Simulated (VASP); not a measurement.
# W8S15 (a cell with a defect) in VASP: further runs

One crystal, W8S15 (a cell with a defect), is run at these levels: PBEsol; tasks: single point.

All numbers are computed with VASP 6.6.1; they aren't measurements. Logs are shortened: lines on timing, memory, paths and dates and some standing lists are left out, and cuts for length are marked.

**1. Starting point**

The cell holds a defect, 23 atoms: a = 6.306 Å, b = 6.306 Å, c = 12.323 Å, α = 90.00°, β = 90.00°, γ = 120.00°.

**2. Single point, PBEsol, collinear spin, ferromagnetic start**

Contents of INCAR:

```
PREC = Accurate ; ENCUT = 350
EDIFF = 1E-5 ; ISMEAR = 0
SIGMA = 0.03 ; LREAL = Auto
LASPH = True ; NELM = 120
ALGO = Normal ; ISIF = 2
LWAVE = False ; LCHARG = False
ISPIN = 2 ; MAGMOM = 0 0 0 0 1 1 1 0 0 0 0 0 0 0 0 0 0 0 0 0 0 0 0
LORBIT = 11 ; NUPDOWN = 3
LMAXMIX = 4 ; GGA = PS
NBANDS = 122 ; NELECT = 203.0
ISYM = 0 ; KPAR = 4
```

Contents of KPOINTS:

```
Automatic mesh
0
Gamma
  4 4 2
```

Contents of POSCAR:

```
W8S15                                   
1.0
    6.3064000000      0.0000000000      0.0000000000
   -3.1532000000      5.4615026064      0.0000000000
    0.0000000000      0.0000000000     12.3230000000
  W               S             
     8    15
Direct
     0.1658915479404185    0.3329142294068497    0.2501673716656141
     0.1632905188394831    0.8314537808029491    0.2505477360184241
     0.6667537404982316    0.3351897470361300    0.2506463408431440
     0.6671305531384129    0.8318245467260758    0.2506274989989548
     0.3329190373170652    0.1657553484555188    0.7515429065886876
     0.3331869797724594    0.6687572997296664    0.7515870576458396
     0.8307327623396757    0.1656347363152204    0.7516125761164321
     0.8323082977764743    0.6668559660993343    0.7508434462889227
     0.1657632981175212    0.8334911565075918    0.6234490506398375
     0.6654770392340266    0.3330407900764021    0.6236363250656728
     0.6655692786176666    0.8335389009968778    0.6234891175400554
     0.3328063623407955    0.1657043596978165    0.1235221425384370
     0.3330621029448252    0.6669965122627124    0.1234960091803891
     0.8316365550537976    0.1660212301000560    0.1236134399841247
     0.8322245107962026    0.6661223923953459    0.1230343577819980
     0.1657361202885041    0.3336228310378676    0.8743823034863669
     0.1666171298373816    0.8340361910979474    0.8780009633686688
     0.6649706439498787    0.3322393452921747    0.8778320031836909
     0.6652114448867131    0.8340545391034857    0.8779794329307964
     0.3323180223767516    0.1656405052871318    0.3773523708337730
     0.3327252218446770    0.6666132481314357    0.3773691364172266
     0.8322111121052309    0.1662454178040865    0.3774643102890941
     0.8325247199837940    0.6662299256373163    0.3785491025938527
```

Potentials or basis: VASP PAW PBE potentials, release 64 (W_sv, S).

Launch:

```console
> cat potpaw_PBE.64/W_sv/POTCAR potpaw_PBE.64/S/POTCAR > POTCAR
> mpirun -np 4 vasp_std > vasp.out
```

OUTCAR:

```text
PREC = Accurate
   ENCUT = 350
   EDIFF = 1E-5
   ISMEAR = 0
   LREAL = Auto
   LASPH = True
   NELM = 120
   ISIF = 2
   ISPIN = 2
   LORBIT = 11
   NUPDOWN = 3
   GGA = PS
   NELECT = 203.0
   ISYM = 0

 ion  position               nearest neighbor table
   1  0.166  0.333  0.250-  14 2.40  12 2.40  13 2.40  20 2.40  21 2.40  22 2.40   3 3.15   2 3.15
                             4 3.15   4 3.15   2 3.15   3 3.15
   2  0.163  0.831  0.251-  15 2.40  23 2.40  20 2.40  21 2.40  12 2.40  13 2.40   4 3.13   3 3.13
                             1 3.15   1 3.15   3 3.18   4 3.18
   3  0.667  0.335  0.251-  15 2.40  23 2.40  20 2.40  22 2.40  14 2.40  12 2.40   2 3.13   4 3.13
                             1 3.15   1 3.15   4 3.18   2 3.18
   4  0.667  0.832  0.251-  15 2.40  23 2.40  21 2.40  22 2.40  14 2.40  13 2.40   2 3.13   3 3.13
                             1 3.15   1 3.15   3 3.18   2 3.18
   5  0.333  0.166  0.752-  16 2.37  17 2.39  18 2.39  10 2.40   9 2.41   6 3.14   7 3.14   8 3.15
                             8 3.15   7 3.17   6 3.17
   6  0.333  0.669  0.752-  16 2.37  17 2.39  19 2.39   9 2.41  11 2.41   5 3.14   7 3.14   8 3.15
                             8 3.15   7 3.17   5 3.17
   7  0.831  0.166  0.752-  16 2.37  19 2.39  18 2.39  11 2.40  10 2.41   6 3.14   5 3.14   8 3.15
                             8 3.16   5 3.17   6 3.17
   8  0.832  0.667  0.751-  11 2.40  10 2.40   9 2.40  19 2.41  18 2.41  17 2.41   7 3.15   5 3.15
                             6 3.15   6 3.15   5 3.15   7 3.16
   9  0.166  0.833  0.623-   8 2.40   6 2.41   5 2.41
  10  0.665  0.333  0.624-   8 2.40   5 2.40   7 2.41
  11  0.666  0.834  0.623-   8 2.40   7 2.40   6 2.41
  12  0.333  0.166  0.124-   1 2.40   3 2.40   2 2.40
  13  0.333  0.667  0.123-   1 2.40   4 2.40   2 2.40
  14  0.832  0.166  0.124-   1 2.40   3 2.40   4 2.40
  15  0.832  0.666  0.123-   4 2.40   2 2.40   3 2.40
  16  0.166  0.334  0.874-   7 2.37   5 2.37   6 2.37
  17  0.167  0.834  0.878-   5 2.39   6 2.39   8 2.41
  18  0.665  0.332  0.878-   5 2.39   7 2.39   8 2.41
  19  0.665  0.834  0.878-   7 2.39   6 2.39   8 2.41
  20  0.332  0.166  0.377-   2 2.40   3 2.40   1 2.40
  21  0.333  0.667  0.377-   4 2.40   2 2.40   1 2.40
  22  0.832  0.166  0.377-   3 2.40   4 2.40   1 2.40
  23  0.833  0.666  0.379-   2 2.40   4 2.40   3 2.40

IMPORTANT INFORMATION: All symmetrisations will be switched off!
NOSYMM: (Re-)initialisation of all symmetry stuff for point group C_1.

----------------------------------------------------------------------------------------

                                     Primitive cell

  volume of cell :     424.4339

  direct lattice vectors                    reciprocal lattice vectors
     6.306400000  0.000000000  0.000000000     0.158569073  0.091549897  0.000000000
[... 170 lines left out ...]

  energy without entropy =     -185.57430994  energy(sigma->0) =     -185.57662851

 E-fermi :   6.7478     XC(G=0): -10.9317

 val. band max:        8.0929409135   @ k =  -0.2500   0.5000   0.5000
 cond. band min:       6.7481017905   @ k =   0.5000  -0.0000   0.0000
 fundamental gap:     -1.3448391230
 Fermi energy:         8.0931256929

 spin component 1

 k-point     1 :       0.0000    0.0000    0.0000
  band No.  band energies     occupation
      1     -67.8291      1.00000
      2     -67.8121      1.00000
      3     -67.8120      1.00000
      4     -67.7958      1.00000
      5     -67.2678      1.00000
      6     -67.0672      1.00000
[... 2309 lines left out ...]
    112       9.0234      0.00000
    113       9.0364      0.00000
 Fermi energy:         6.7477774829

 spin component 2

 k-point     1 :       0.0000    0.0000    0.0000
  band No.  band energies     occupation
      1     -67.8121      1.00000
      2     -67.7958      1.00000
      3     -67.7957      1.00000
      4     -67.7667      1.00000
      5     -67.2703      1.00000
      6     -66.8205      1.00000
[... 2309 lines left out ...]
    112       9.0968      0.00000
    113       9.1767      0.00000
 [bands above 113 left out]

------------------------ aborting loop because EDIFF is reached ----------------------------------------

  FORCE on cell =-STRESS in cart. coord.  units (eV):
  Direction    XX          YY          ZZ          XY          YZ          ZX
  --------------------------------------------------------------------------------------
  -------------------------------------------------------------------------------------
  Total        6.7480064      6.7699186     13.9431767      0.0007435     -0.0027752     -0.0051050
  in kB       25.4727576     25.5554731     52.6334945      0.0028065     -0.0104760     -0.0192708
  external PRESSURE =      34.5539084 kB  Pullay stress =       0.0000000 kB

 VOLUME and BASIS-vectors are now :
 -----------------------------------------------------------------------------
  energy-cutoff  :      350.00
  volume of cell :      424.43
      direct lattice vectors                 reciprocal lattice vectors
     6.306400000  0.000000000  0.000000000     0.158569073  0.091549897  0.000000000
    -3.153200000  5.461502606  0.000000000     0.000000000  0.183099794  0.000000000
     0.000000000  0.000000000 12.323000000     0.000000000  0.000000000  0.081149071

 POSITION                                       TOTAL-FORCE (eV/Angst)
 -----------------------------------------------------------------------------------
     -0.00357      1.81821      3.08281        -0.008186     -0.004135     -0.003985
     -1.59196      4.54099      3.08750         0.152177      0.093623      0.000140
      3.14790      1.83064      3.08871         0.009512     -0.164679      0.002720
      1.58428      4.54301      3.08848        -0.157005      0.084411      0.005037
      1.57686      0.90527      9.26126         0.016606     -0.001632      0.036058
     -0.00752      3.65242      9.26181         0.009140      0.005618      0.035226
[... 15 lines left out ...]
      4.72405      0.90795      4.65149        -0.001226     -0.005125      0.056845
      3.14948      3.63862      4.66486        -0.006192     -0.003707      0.092905
 -----------------------------------------------------------------------------------
    total drift:                                0.001608      0.002009     -0.010739

  FREE ENERGIE OF THE ION-ELECTRON SYSTEM (eV)
  ---------------------------------------------------
  free  energy   TOTEN  =      -185.5789470755 eV

  energy  without entropy=     -185.5743099397  energy(sigma->0) =     -185.57662851

 total charge

# of ion       s       p       d       tot
------------------------------------------
    1        2.326   6.337   3.441  12.104
    2        2.326   6.338   3.441  12.106
    3        2.326   6.338   3.441  12.106
    4        2.326   6.338   3.441  12.105
    5        2.317   6.299   3.446  12.062
    6        2.317   6.299   3.446  12.062
[... 15 lines left out ...]
   22        1.355   2.354   0.000   3.709
   23        1.356   2.352   0.000   3.708
--------------------------------------------------
tot         38.860  85.956  27.525 152.341

 magnetization (x)

# of ion       s       p       d       tot
------------------------------------------
    1        0.001   0.001   0.060   0.062
    2        0.001   0.000   0.032   0.034
    3        0.001   0.000   0.032   0.034
    4        0.001   0.000   0.033   0.034
    5        0.014   0.024   0.512   0.550
    6        0.014   0.023   0.513   0.551
[... 15 lines left out ...]
   22        0.001   0.005   0.000   0.006
   23        0.002   0.005   0.000   0.007
--------------------------------------------------
tot          0.064   0.275   1.687   2.027
```

Run time: 12 min. Hardware: 4 MPI ranks of Intel Xeon Platinum 8259CL at 2.50GHz (Skylake/Cascade Lake), shared host; peak memory 0.92 GiB.

Results:

- Free energy: -185.5789 eV
- Largest force: 0.179 eV/Å
- Net moment: 3.00 μB per cell
- Site moments: W +0.06, +0.03, +0.55, -0.01; S +0.03, +0.01, +0.02 μB
- Valence electrons inside the program's atomic spheres: W 12.10, 12.11, 12.06, 12.08; S 3.71, 3.72

Forces in eV/Å, atoms in the order of the input:
```
W   -0.008 -0.004 -0.004
W    0.152  0.094  0.000
W    0.010 -0.165  0.003
W   -0.157  0.084  0.005
W    0.017 -0.002  0.036
W    0.009  0.006  0.035
W   -0.033  0.011  0.022
W    0.005 -0.005 -0.066
S    0.017  0.011 -0.013
S    0.004 -0.018 -0.022
S   -0.020  0.007 -0.017
S   -0.019  0.006 -0.062
S   -0.006 -0.015 -0.057
S    0.021  0.004 -0.069
S    0.008 -0.001 -0.108
S    0.005 -0.001 -0.076
S    0.009  0.003  0.027
S    0.006 -0.008  0.039
S   -0.013 -0.005  0.035
S    0.003  0.010  0.074
S    0.001 -0.001  0.068
S   -0.001 -0.005  0.057
S   -0.006 -0.004  0.093
```

Caveat: the cell is charged against a uniform background, so pressure and absolute levels hang on convention; the PAW data sets were made with another functional, which shifts forces and pressure a little; the total moment is fixed, so each spin has its own Fermi level. The run has no spin-orbit coupling, so splittings on W are missing.

**3. Single point, PBEsol, collinear spin, ferromagnetic start**

INCAR: that of step 2 with these lines changed.

```diff
@@ -6,4 +6,4 @@
 LWAVE = False ; LCHARG = False
-ISPIN = 2 ; MAGMOM = 0 0 0 0 1 1 1 0 0 0 0 0 0 0 0 0 0 0 0 0 0 0 0
-LORBIT = 11 ; NUPDOWN = 3
+ISPIN = 2 ; MAGMOM = 0 0 0 0 0.33 0.33 0.33 0 0 0 0 0 0 0 0 0 0 0 0 0 0 0 0
+LORBIT = 11 ; NUPDOWN = 1
 LMAXMIX = 4 ; GGA = PS
```

Contents of KPOINTS:

```
Automatic mesh
0
Gamma
  3 3 2
```

POSCAR is that of step 2.

Potentials or basis: VASP PAW PBE potentials, release 64 (W_sv, S).

Launch:

```console
> cat potpaw_PBE.64/W_sv/POTCAR potpaw_PBE.64/S/POTCAR > POTCAR
> mpirun -np 4 vasp_std > vasp.out
```

Wall time 7.8 min (4 MPI ranks of Intel Xeon Platinum 8259CL at 2.50GHz (Skylake/Cascade Lake), shared host); peak memory 0.67 GiB.

The run converged. Its results:

| Quantity | Value |
| --- | --- |
| Free energy | -186.7725 eV |
| Largest force | 0.675 eV/Å |
| Net moment | 1.00 μB per cell |
| Site moments | W +0.06, +0.03, +0.20, -0.00; S +0.00, -0.00, -0.01 μB |
| Valence electrons inside the program's atomic spheres | W 12.11, 12.04, 12.09; S 3.71, 3.72 |

Forces on the atoms (eV/Å):
```
W   -0.007 -0.003  0.062
W    0.113  0.070  0.028
W    0.009 -0.119  0.031
W   -0.118  0.062  0.033
W   -0.593  0.321 -0.015
W    0.013 -0.667 -0.006
W    0.573  0.338 -0.033
W    0.005  0.004 -0.366
S   -0.119 -0.067  0.163
S    0.005  0.140  0.146
S    0.114 -0.071  0.160
S   -0.017  0.005 -0.025
S   -0.006 -0.012 -0.020
S    0.019  0.002 -0.032
S    0.008 -0.001 -0.016
S    0.005  0.002  0.131
S    0.175  0.098 -0.083
S    0.006 -0.193 -0.063
S   -0.180  0.091 -0.076
S   -0.015  0.021  0.009
S    0.001 -0.023  0.004
S    0.017  0.005 -0.008
S   -0.006 -0.004 -0.025
```

Caveat: the k mesh is coarse (spacing up to 0.38 Å⁻¹), so the values aren't converged; the cell is charged against a uniform background, so pressure and absolute levels hang on convention; the PAW data sets were made with another functional, which shifts forces and pressure a little; the total moment is fixed, so each spin has its own Fermi level. The run has no spin-orbit coupling, so splittings on W are missing.
